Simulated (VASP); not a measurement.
Wanted: the native input for a VASP 6.6.1 run.

- Task: band structure
- Functional: PBE0
- Potentials or basis: VASP PAW PBE potentials, release 64 (C)
- Cutoff: 520 eV
- k mesh: 8 × 8 × 6
- Occupations: gaussian, width 0.02 eV
- Spin: no spin polarisation
- Grid for exact exchange (PRECFOCK): Fast
- Exchange at q = 0: truncated
- Further INCAR settings: ALGO = Normal; EDIFF = 1e-07; NBANDS = 11

C:

```
CELL_PARAMETERS angstrom
2.12732 -1.22828 0.00000
2.12732 1.22828 0.00000
-1.37907 0.00000 3.50283
ATOMIC_POSITIONS crystal
C 0.16664 0.16664 0.99991
C 0.83336 0.83336 0.00009
```

This is a stacking variant of graphite.

One way to write it, as run:

POSCAR

```
C
1.0
    2.1273203072     -1.2282824400      0.0000000000
    2.1273203072      1.2282824400      0.0000000000
   -1.3790696309      0.0000000000      3.5028300786
C
2
Direct
    0.1666444700      0.1666444700      0.9999069600
    0.8333555300      0.8333555300      0.0000930400
```

INCAR.step1

```
PREC = Accurate
ENCUT = 520
EDIFF = 1E-5
ISMEAR = 0
SIGMA = 0.02
LREAL = F
LASPH = T
NELM = 80
ALGO = Normal
ISIF = 2
LWAVE = T
LCHARG = F
NBANDS = 11
GGA = PE
```

INCAR.step2

```
PREC = Accurate
ENCUT = 520
EDIFF = 1E-7
ISMEAR = 0
SIGMA = 0.02
LREAL = F
LASPH = T
NELM = 80
ALGO = Normal
ISIF = 2
LWAVE = F
LCHARG = F
GGA = PE
LHFCALC = T
AEXX = 0.25
PRECFOCK = Fast
NBANDS = 11
ISTART = 1
HFRCUT = -1
```

KPOINTS

```
regular mesh
0
Gamma
  8 8 6
```

KPOINTS_OPT

```
path GYFLI,I1ZF1,YX1,XGN,MG
10
line-mode
reciprocal
 0.0000000000  0.0000000000  0.0000000000  G
 0.5000000000  0.5000000000 -1.0000000000  Y

 0.5000000000  0.5000000000 -1.0000000000  Y
 0.4123194886  0.4123194886 -1.1190266490  F

 0.4123194886  0.4123194886 -1.1190266490  F
 0.5000000000  0.5000000000 -0.5000000000  L

 0.5000000000  0.5000000000 -0.5000000000  L
 0.6935932999  0.3064067001 -0.5000000000  I

 0.3064067001 -0.3064067001  0.5000000000  I1
 0.0000000000  0.0000000000  0.5000000000  Z

 0.0000000000  0.0000000000  0.5000000000  Z
 0.5876805114  0.5876805114  0.1190266490  F1

 0.5000000000  0.5000000000 -1.0000000000  Y
 0.6104897536  0.3895102464 -1.0000000000  X1

 0.3895102464 -0.3895102464  0.0000000000  X
 0.0000000000  0.0000000000  0.0000000000  G

 0.0000000000  0.0000000000  0.0000000000  G
 0.5000000000  0.0000000000 -0.5000000000  N

 0.5000000000  0.0000000000  0.0000000000  M
 0.0000000000  0.0000000000  0.0000000000  G
```

Potentials or basis: VASP PAW PBE potentials, release 64 (C).

Command:

```console
$ cat potpaw_PBE.64/C/POTCAR > POTCAR
$ cp INCAR.step1 INCAR
$ mpirun -np 1 vasp_std > vasp.out
$ cp INCAR.step2 INCAR
$ mpirun -np 1 vasp_std > vasp.out
```

It gave:

- Pressure: -1.5 GPa
- Largest force: 0.009 eV/Å
- Band gap along the path: 0.76 eV, direct

Caveat: the PAW data sets were made with another functional, which shifts forces and pressure a little; this functional lacks dispersion, which binds the layers, so the pressure and a relaxed spacing across them are unreliable.

It took 27 min on 1 thread of Intel(R) Xeon(R) Platinum 8488C (Sapphire Rapids), with other jobs on the host, peak memory 0.21 GiB.
